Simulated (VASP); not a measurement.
Given:

```
CELL_PARAMETERS angstrom
      9.94171    -2.12388    -0.03106
      9.94171     2.12388    -0.03106
      9.49938     0.00000     3.62091
ATOMIC_POSITIONS crystal
  Sb 0.39886 0.39886 0.39886
  Sb 0.60114 0.60114 0.60114
  Te 0.00000 0.00000 0.00000
  Te 0.21024 0.21024 0.21024
  Te 0.78976 0.78976 0.78976
```

Level of theory: LDA (Ceperley-Alder, Perdew-Zunger), VASP's LDA PAW potentials (set 64) (plane waves; VASP 6.6.1). Numerical set-up: 520 eV cut-off, 7×7×7 Γ-centred mesh, tetrahedra with Blöchl corrections, potentials Sb Te.

The cores are frozen, which limits the accuracy of field gradients.

Problem. Give the principal components of the electric field gradient (V/Å²) and the asymmetry η at each nucleus.

Solution. 
```json
[
 {"atom": "Sb1", "Vxx": "-1.6", "Vyy": "-1.6", "Vzz": "3.2", "η": "0.00"},
 {"atom": "Sb2", "Vxx": "-1.6", "Vyy": "-1.6", "Vzz": "3.2", "η": "0.00"},
 {"atom": "Te3", "Vxx": "-47.4", "Vyy": "-47.4", "Vzz": "94.8", "η": "0.00"},
 {"atom": "Te4", "Vxx": "-6.8", "Vyy": "-6.8", "Vzz": "13.6", "η": "0.00"},
 {"atom": "Te5", "Vxx": "-6.8", "Vyy": "-6.8", "Vzz": "13.6", "η": "0.00"}
]
```

The compound is Sb2Te3 in the tetradymite structure. It was relaxed first.
